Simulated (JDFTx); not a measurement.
## PtS2 under changes of volume

One of the cells (18.261 Å³/atom); the others are scaled copies at fixed shape and fractional positions:

```
Pt S
1.0
     3.54320    0.00000    0.00000
    -1.77160    3.06850    0.00000
     0.00000    0.00000    5.03880
Pt S
1 2
Direct
  0.00000 0.00000 0.00000
  0.66667 0.33333 0.77300
  0.33333 0.66667 0.22700
```

```yaml
Program: JDFTx 1.7.0 (patched build)
Functional: PBE
Potentials_or_basis: PseudoDojo-SR-PBE-0.5-standard
Cutoff: 1143 eV
Density_cutoff: 9143 eV
k_mesh: 9 × 9 × 5
Occupations: fermi-dirac, width 0.05 eV
Spin: no spin polarisation
```

| volume (Å³/atom) | energy over the lowest point (meV/atom) | pressure (GPa) | gap on the mesh (eV) | largest force (eV/Å) |
| --- | --- | --- | --- | --- |
| 17.165 | ? | ? | ? | ? |
| 17.531 | 114.93 | 19.3 | 1.06 | 1.919 |
| 17.896 | 75.77 | 15.1 | 1.03 | 1.568 |
| 18.261 | 45.58 | 11.4 | 1.01 | 1.244 |
| 18.626 | 23.41 | 8.1 | 0.99 | 0.945 |
| 18.992 | 8.46 | 5.1 | 0.97 | 0.670 |
| 19.357 | 0.00 | 2.4 | 0.95 | 0.415 |

Q: What does the run at 17.165 Å³/atom give?

A: Energy over the lowest point 164.08 meV/atom; pressure 23.9 GPa; gap on the mesh 1.08 eV; largest force 2.301 eV/Å.

Worked out: A Birch-Murnaghan fit of order 3 (a polynomial in V^(-2/3)) to the other rows has its minimum at 19.72 Å³/atom, just outside them, with B0 = V·E''(V) = 124 GPa and B' = 4.8 at fixed shape and positions, which overstates the stiffness. It gives 164.25 meV/atom at 17.165 Å³/atom, against the run's 164.08, and -dE/dV = 24.0 GPa, against 23.9. A straight line through the other rows of the gap, of slope -1.08 eV per unit of ln V, extrapolates to 1.08 eV, against the run's 1.08.

Energies are extrapolated to zero smearing.

Caveats: spin-orbit coupling is left out, which moves the levels of the heavy elements; an odd mesh through Γ misses points on the zone boundary, where band edges often lie; forces of over 1 eV/Å show positions far from the minimum, so gaps and moduli don't describe the material at rest (some runs).
